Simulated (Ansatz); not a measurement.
# Si (diamond)

Method: LDA, scalar-relativistic; no spin polarisation; PAW, 420 eV, Γ-centred 14×14×14 mesh, 0.05 eV Gaussian smearing; code Ansatz; PAW files: Ansatz's generated set soft_2.

```
Si
1.0
     0.00000    2.70101    2.70101
     2.70101    0.00000    2.70101
     2.70101    2.70101    0.00000
Si
2
Cartesian
  2.7010 2.7010 2.7010
  4.0515 4.0515 4.0515
```

Path: Γ–X–U | K–Γ–L–W–X, with Γ = (0.000, 0.000, 0.000), X = (0.500, 0.000, 0.500), U = (0.625, 0.250, 0.625), K = (0.375, 0.375, 0.750), L = (0.500, 0.500, 0.500), W = (0.500, 0.250, 0.750) in reciprocal vectors of the calculation's cell.

Question: Is it a metal or an insulator, and if it has a gap, where are the band edges on this path?

Answer: An insulator with a gap of 0.44 eV on the path, the valence band topping at Γ and the conduction band bottoming between Γ and X; the smallest direct gap is 2.53 eV.

Levels between -4 and 3 eV from the Fermi level at the path's named points:
```tsv
point	below E_F (eV)	above E_F (eV)
Γ	-0.22 -0.22 -0.22	2.31 2.31 2.31
X	-3.11 -3.11	0.36 0.36
U and K	-2.68	0.86
L	-1.43 -1.43	1.26
W
```

Within 0.6 eV of the edges the projected states are 99 % Si 3p at the top of the valence band and 65 % Si 3p at the bottom of the conduction band. 

**What was measured.** From “Enhanced near-infrared absorber: two-step fabricated structured black silicon and its device application”, 2018, pmc:6179974, for a bulk crystal of Si at 300 K: band gap 1.12 eV (indirect).

The results are compared with them further down.

**Against experiment.** Against the measured gap of Si, 1.12 eV (indirect; 300 K; “Enhanced near-infrared absorber: two-step fabricated structured black silicon and its device application”, 2018, pmc:6179974), the calculated 0.44 eV is off by -0.68 eV. Kohn–Sham gaps of semilocal functionals mostly fall below measured ones. Temperature and excitons aren't in the calculation.
